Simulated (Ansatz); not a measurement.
The system is FeO.

```
Fe O
1.0
    -1.60210    1.60210    2.08339
     1.60210   -1.60210    2.08339
     1.60210    1.60210   -2.08339
Fe O
1 1
Cartesian
  0.0000 0.0000 0.0000
  0.0000 0.0000 2.0834
```

The cell comes from a database or a generator and needn't be the stable form of this composition.

Base run:

| Property | Result |
| --- | --- |
| Program | Ansatz 0.2.0 |
| Functional | LDA |
| Potentials or basis | Ansatz PAW |
| Cutoff | 420 eV (not typed: the program's choice for these potentials) |
| k mesh | 12 × 12 × 12 |
| Occupations | fermi-dirac, width 0.05 eV |
| Spin | collinear spin, ferromagnetic start |
| Starting moments | [3.0, 0.0] μB |
| Hubbard terms | Fe d U = 4 eV |

Its results: band gap on the k mesh 0.69 eV, indirect (least direct gap 1.99 eV); pressure -11.7 GPa; net moment 4.00 μB per cell; site moments Fe +3.41; O +0.21 μB.

**Question.** The run is repeated on the same cell with these changes: hubbard terms from Fe d U = 4 eV to Fe d U = 2 eV. What comes out?

**Answer.** Band gap on the k mesh none (metal or under the smearing width); pressure -17.1 GPa; net moment 4.00 μB per cell; site moments Fe +3.39; O +0.27 μB.

Caveats: the magnetic or orbital state may not be the lowest; a cell with one magnetic atom can't hold antiferromagnetic order, which such compounds often take; the PAW data sets come from PBE, with cores solved anew for the run's functional, which leaves a small shift of forces and pressure; the density of states is complete only up to the lowest level of the last band computed.

A k mesh can miss the band edges.
